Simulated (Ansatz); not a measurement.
Reaction (formal hydrolysis of a C–C bond): `CCCCC#N` + H₂O → `CCCCO` + `C#N`

Computed with Ansatz on PBE0-D4/def2-TZVP structures; ΔE is electronic, products minus reactants. CCSD(T)/CBS adds triple-zeta CCSD(T) − MP2 to the extrapolated MP2 energy (def2 sets, frozen cores). This one scheme is used for every species. Functionals use def2-TZVPP. B3LYP here is the variant with VWN-RPA as its local correlation; programs differ in this. HSE06 is defined as in plane-wave codes. Each species was taken in one conformer, which may not be the lowest.

| level | ΔE (kcal/mol) | difference from CCSD(T)/CBS |
| --- | --- | --- |
| LDA (SPW92) | 20.9 | 0.6 |
| PBE-D4 | 20.3 | 0.0 |
| BLYP-D4 | 18.9 | -1.4 |
| r2SCAN-D4 | 20.3 | 0.0 |
| B97M-V | 20.0 | -0.3 |
| PBE0-D4 | 21.0 | 0.7 |
| B3LYP-D4 | 19.5 | -0.8 |
| r2SCANh-D4 | 20.5 | 0.2 |
| r2SCAN0-D4 | 20.9 | 0.6 |
| HSE06-D4 | 21.0 | 0.7 |
| CAM-B3LYP-D4 | 19.1 | -1.2 |
| ωB97M-V | 19.5 | -0.8 |
| PBE-QIDH | 21.2 | 0.9 |
| PBE | 19.7 | -0.6 |
| revPBE | 19.3 | -1.0 |
| BLYP | 17.8 | -2.5 |
| r2SCAN | 20.1 | -0.2 |
| PBE0 | 20.5 | 0.2 |
| B3LYP | 18.6 | -1.7 |
| r2SCANh | 20.3 | 0.0 |
| r2SCAN0 | 20.7 | 0.4 |
| HSE06 | 20.5 | 0.2 |
| BHLYP | 19.0 | -1.3 |
| CAM-B3LYP | 18.5 | -1.8 |
| LC-ωPBE | 20.1 | -0.2 |
| RPA@PBE/def2-TZVPP | 17.6 | -2.7 |
| HF/def2-SVP | 16.3 | -4.0 |
| MP2/def2-SVP | 18.3 | -2.0 |
| CCSD/def2-SVP | 16.4 | -3.9 |
| CCSD(T)/def2-SVP | 16.5 | -3.8 |
| HF/def2-TZVPP | 18.1 | -2.2 |
| MP2/def2-TZVPP | 21.6 | 1.3 |
| SCS-MP2/def2-TZVPP | 19.9 | -0.4 |
| CCSD/def2-TZVPP | 19.3 | -1.0 |
| CCSD(T)/def2-TZVPP | 19.4 | -0.9 |
| HF/def2-QZVPP | 18.3 | -2.0 |
| MP2/def2-QZVPP | 22.1 | 1.8 |
| SCS-MP2/def2-QZVPP | 20.4 | 0.1 |
| HF/CBS(def2) | 18.3 | -2.0 |
| CCSD/CBS(def2) | 20.2 | -0.1 |
| CCSD(T)/CBS | 20.3 | 0 |

Largest T1 diagnostic among the species: 0.014.

In def2-TZVPP, CCSD(T) changes the Hartree–Fock value by +1.3 kcal/mol (the triples alone add +0.2 kcal/mol) and MP2 by +3.4 kcal/mol. From BLYP to BHLYP (50 % exact exchange), in def2-TZVPP and without D4, ΔE moves by +1.2 kcal/mol. Leaving LDA and LC-ωPBE aside and taking each functional with its dispersion term where it has one, the values spread over 2.3 kcal/mol, from BLYP-D4 to PBE-QIDH. LDA lies +1.2 kcal/mol from PBE without D4.

CCSD(T)/CBS has its own doubt, a few kJ/mol and more with outer-core shells, so smaller differences from it don't rank the levels.
